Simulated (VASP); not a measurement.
Set up this calculation in VASP 6.6.1, as the native input.

```yaml
Task: relaxation of cell and atoms
Functional: r2SCAN
Potentials_or_basis: VASP PAW PBE potentials, release 64 (Cd, F)
Cutoff: 600 eV
k_mesh: 10 × 10 × 10
Occupations: gaussian, width 0.03 eV
Spin: no spin polarisation
Further_INCAR_settings: ALGO = Normal; EDIFF = 1e-07; IBRION = 2; EDIFFG = -0.005; NSW = 90; ISIF = 3
```

The structure of CdF2 lies in POSCAR:

```
CdF2                                    
1.0
   -0.0000000000      2.7002006490      2.7002006490
    2.7002006490     -0.0000000000      2.7002006490
    2.7002006490      2.7002006490      0.0000000000
  Cd              F             
     1     2
Direct
     0.0000000000000000    0.0000000000000000    0.0000000000000000
     0.2500000000000000    0.2500000000000000    0.2500000000000000
     0.7500000000000000    0.7500000000000000    0.7500000000000000
```

One way to write it, as run:

INCAR

```
SYSTEM = CdF2
PREC     = Accurate       ! precision mode
ENCUT    = 600            ! plane-wave cutoff, eV
EDIFF    = 1E-7           ! SCF threshold, eV
ISMEAR   = 0              ! smearing method
SIGMA    = 0.03           ! smearing width, eV
LREAL    = .FALSE.        ! projectors in reciprocal space
LASPH    = .TRUE.         ! aspherical terms in the spheres
NELM     = 80             ! most SCF steps
ALGO     = Normal         ! electronic algorithm
ISIF     = 3              ! what is computed and relaxed
LWAVE    = .FALSE.        ! write WAVECAR
LCHARG   = .FALSE.        ! write CHGCAR
METAGGA  = R2SCAN         ! meta-GGA
LMIXTAU  = .TRUE.       
IBRION   = 2              ! ionic algorithm
NSW      = 90             ! ionic steps
EDIFFG   = -0.005         ! ionic threshold
```

KPOINTS

```
Automatic mesh
0
G
  10 10 10
  0 0 0
```

Potentials or basis: VASP PAW PBE potentials, release 64 (Cd, F).

Command:

```bash
$ cat potpaw_PBE.64/Cd/POTCAR potpaw_PBE.64/F/POTCAR > POTCAR
$ mpirun -np 1 vasp_std > vasp.out
```

Results of the run:

* Pressure after relaxing: 0.0 GPa
* Band gap on the k mesh: 3.73 eV, indirect (least direct gap 4.24 eV)

Caveat: the relaxation stopped at its first step, so nothing moved; the PAW data sets were made with another functional, which shifts forces and pressure a little.

It took 66 s on 1 thread of Intel(R) Xeon(R) 6975P-C (Granite Rapids), on a shared host, peak memory 0.21 GiB.
